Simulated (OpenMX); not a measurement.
Mo:

```xyz
1
Lattice="-1.5838 1.5838 1.5838 1.5838 -1.5838 1.5838 1.5838 1.5838 -1.5838" Properties=species:S:1:pos:R:3 pbc="T T T"
Mo    0.0000    0.0000    0.0000
```

Base run:

| Property | Result |
| --- | --- |
| Program | OpenMX 3.8.5 |
| Functional | LDA |
| Potentials or basis | OpenMX 2013 LDA set, Mo7.0-s3p2d2, grid cutoff 400 Ry |
| k mesh | 13 × 13 × 13 |
| Occupations | fermi-dirac, width 0.05 eV |
| Spin | no spin polarisation |

Its results: pressure -10.0 GPa.

Task: The run is repeated on the same cell with these changes: functional from LDA to PBE; potentials or basis from OpenMX 2013 LDA set, Mo7.0-s3p2d2, grid cutoff 400 Ry to OpenMX 2013 PBE set, Mo7.0-s3p2d1, grid cutoff 400 Ry. What comes out?

Result: Pressure 3.4 GPa.

Caveats: the basis of atomic orbitals isn't converged, which shifts pressures, moduli and gaps.
